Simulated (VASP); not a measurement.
## ZnGe2N2: phonons with PBE

The system is ZnGe2N2.

```
CELL_PARAMETERS angstrom
5.45244 0.00000 0.00000
0.00000 3.11182 0.00000
-0.04191 0.00000 7.99111
ATOMIC_POSITIONS crystal
Zn 0.18939 0.25000 0.00086
Zn 0.81061 0.75000 0.99914
Ge 0.41728 0.75000 0.35681
Ge 0.91299 0.25000 0.35838
Ge 0.58272 0.25000 0.64319
Ge 0.08701 0.75000 0.64162
N 0.25629 0.25000 0.75215
N 0.74884 0.75000 0.74930
N 0.25116 0.25000 0.25070
N 0.74371 0.75000 0.24785
```

The cell was built by a generator and needn't be a form met in nature.

```
Program                : VASP 6.6.1
Task                   : phonons
Functional             : PBE
Potentials or basis    : VASP PAW PBE potentials, release 64 (Zn, Ge_d, N)
Cutoff                 : 520 eV
k mesh                 : 4 × 7 × 4
Occupations            : gaussian, width 0.1 eV
Spin                   : no spin polarisation
By perturbation theory : no
Further INCAR settings : ALGO = Normal; EDIFF = 1e-08; IBRION = 6; POTIM = 0.015; NSW = 1
```

```
Highest phonon frequency at Γ, LO-TO splitting left out : 555 cm⁻¹
```

Phonon frequencies in cm⁻¹ (negative: imaginary):
| q point | frequencies |
| --- | --- |
| (0.000, 0.000, 0.000) | -1 -1 0 87 89 94 96 120 139 149 152 155 158 177 199 260 265 284 416 428 431 435 473 475 476 510 520 539 547 555 |

It took 27 min on 8 MPI ranks on Intel(R) Xeon(R) 6975P-C (Granite Rapids) (shared host), peak memory 0.74 GiB a rank.
